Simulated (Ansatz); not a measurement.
# C (omega type): how the settings move a relaxation

How sensitive is a relaxation of C (omega type) to its settings? A reference run comes first, then one run with altered input.

Program: Ansatz 0.2.0. Level of theory: reference: DFT, PBE, PAW with Ansatz's default frozen-core files, scalar-relativistic. These are calculated values, not measurements.

2 further runs of the same task are left out: 1 for a known fault of the program, 1 set aside as unsound or not needed.

### 1 The structure to begin with

Symmetry: P6/mmm, No. 191, hexagonal system. The conventional cell has a = 5.038 Å, b = 5.038 Å, c = 1.071 Å, α = 90.00°, β = 90.00°, γ = 120.00°. C (site symmetry 6/mmm) is surrounded by 2 C at 1.07 Å. Around C (site symmetry -6m2) lie 2 C at 1.07 Å.

Coordinates:

```
CELL_PARAMETERS angstrom
5.03772 0.00000 0.00000
-2.51886 4.36279 0.00000
0.00000 0.00000 1.07139
ATOMIC_POSITIONS crystal
C 0.00000 0.00000 0.00000
C 0.33333 0.66667 0.50000
C 0.66667 0.33333 0.50000
```

### 2 Baseline

Input file input.yaml:

```yaml
crystal:
  lattice:
    - [5.0377150018, 0.0, 0.0]
    - [-2.5188575009, 4.3627891686, 0.0]
    - [0.0, 0.0, 1.0713872531]
  atoms:
    - { symbol: C, position: [0.0, 0.0, 0.0] }
    - { symbol: C, position: [0.3333333333, 0.6666666667, 0.5] }
    - { symbol: C, position: [0.6666666667, 0.3333333333, 0.5] }
kpoints:
  mp_grid: { grid: [12, 12, 16] }
scf:
  occupations: { method: fermi_dirac, width: 0.05 }
hamiltonian:
  xc: pbe
  pseudopotentials: { kind: paw }
output:
  forces: true
  stress: true
relax:
  f_tol: 0.005
  max_steps: 30
  cell: { stress_tol: 0.38, fix: [volume] }
```

Launch:

```console
> ansatz run input.yaml --threads 1 --pin off --max-ram 3072MiB --backend cpu --events-out ev --progress --plain --runs-dir out
```

### 3 Variant: dr2_threshold 1.0e-05

Edit input.yaml of step 2 so:

```diff
@@ -13,2 +13,3 @@
   occupations: { method: fermi_dirac, width: 0.05 }
+  convergence: { dr2_threshold: 1.0e-05 }
 hamiltonian:
@@ -19,2 +20,6 @@
   stress: true
+  write_density: true
+  write_potential: true
+  elf: true
+  volumetric_format: npy
 relax:
```

What does the calculation give? Wanted: for each run, ending; energy change; pressure; gap; force.

As calculated:

| run | ending | energy change | pressure (GPa) | gap (eV) | force (eV/Å) | cycles | time |
| --- | --- | --- | --- | --- | --- | --- | --- |
| reference | converged | 0 | 42.7 | 0.00 | 0.00 | 55 | 19 s |
| 1: dr2_threshold 1.0e-05 | converged | 0.0 meV/atom | 42.7 | 0.00 | 0.00 | 54 | 20 s |

Times don't compare one to one where runs were asked for different outputs or read a saved state (see the inputs); cycles may leave out searches for a lower state.

What this shows: Same state: the changed convergence setting leaves the energy within 0.5 meV/atom. The structure is not at rest: the sound run finds 43 GPa, so these are no properties of the relaxed crystal. 
